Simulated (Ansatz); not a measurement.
Here is an Ansatz 0.2.0 calculation.

The input input.yaml:

```yaml
crystal:
  lattice:
    - [0.0, 2.82891, 2.82891]
    - [2.82891, 0.0, 2.82891]
    - [2.82891, 2.82891, 0.0]
  atoms:
    - { symbol: Ge, position: [0.75, 0.75, 0.75] }
    - { symbol: Ge, position: [0.5, 0.5, 0.5] }
hamiltonian:
  xc: pbe
  pseudopotentials: { kind: paw }
kpoints:
  mp_grid: { grid: [8, 8, 8] }
scf:
  occupations: { method: gaussian, width: 0.019 }
output:
  forces: true
  stress: true
  eigenvalues: true
  write_density: true
  write_potential: true
  elf: true
  volumetric_format: npy
```

Potentials or basis: Ansatz PAW.

Command:

```sh
$ ansatz run input.yaml --threads 2 --pin off --max-ram 5632MiB --backend cpu --events-out ev --progress --plain --runs-dir out
```

Q: What does it give for the band gap on the k mesh?

A: 0.03 eV, direct.

Q: What does it give for the pressure?

A: 3.6 GPa.

**What was measured.**

From “Electronic and optical properties of SixGe1-x-ySny alloys lattice-matched to Ge”, 2021, arxiv:2109.02782, for a bulk crystal of Ge at 300 K: band gap 0.807 eV (direct).

A measured gap of Ge is 0.807 eV (direct; 300 K; “Electronic and optical properties of SixGe1-x-ySny alloys lattice-matched to Ge”, 2021, arxiv:2109.02782); the calculated 0.03 eV misses it by -0.78 eV. 3 values of this kind are on record (0.666 to 0.807 eV); this one was drawn at random among those near their median. Spin-orbit coupling on Ge is left out. The value is that of PBE on a finite k mesh, which can miss the band edges, without temperature or zero-point motion. Semilocal functionals fall short of measured gaps as a rule.
